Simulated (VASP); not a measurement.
PbS, 2 atoms in the cell. The structure is orthorhombic, space group Imm2 (No. 44). The conventional cell has a = 4.532 Å, b = 4.805 Å, c = 6.602 Å, α = 90.00°, β = 90.00°, γ = 90.00°. Pb (site symmetry mm2) has 4 S at 2.84 to 2.88 Å as nearest neighbours. S (site symmetry mm2) is surrounded by 4 Pb at 2.84 to 2.88 Å. The cell was built by a generator and needn't be a form met in nature. The cell isn't the ideal one: shear_xy strain +5.8%.

- Program: VASP 6.6.1
- Task: single point
- Functional: r2SCAN
- Potentials or basis: VASP PAW PBE potentials, release 64 (Pb_d, S)
- Cutoff: 520 eV
- k mesh: 6 × 6 × 6
- Occupations: gaussian, width 0.01 eV
- Spin: no spin polarisation
- Dipole correction: no
- Further INCAR settings: ALGO = Normal; EDIFF = 1e-07; NBANDS = 17

Potentials or basis: VASP PAW PBE potentials, release 64 (Pb_d, S).

The run is started by

```bash
$ cat potpaw_PBE.64/Pb_d/POTCAR potpaw_PBE.64/S/POTCAR > POTCAR
$ cp INCAR.step1 INCAR
$ mpirun -np 1 vasp_std > vasp.out
$ cp INCAR.step2 INCAR
$ mpirun -np 1 vasp_std > vasp.out
```

Hardware: 1 thread of AMD EPYC 7R43 64-Core Processor (Zen 3) (shared host).

**Question.** Estimate the wall time of this run.

**Answer.** It took 10 min on 1 thread of AMD EPYC 7R43 64-Core Processor (Zen 3), with other jobs on the host, peak memory 0.21 GiB. Counts: scf iterations 11, k points 46.
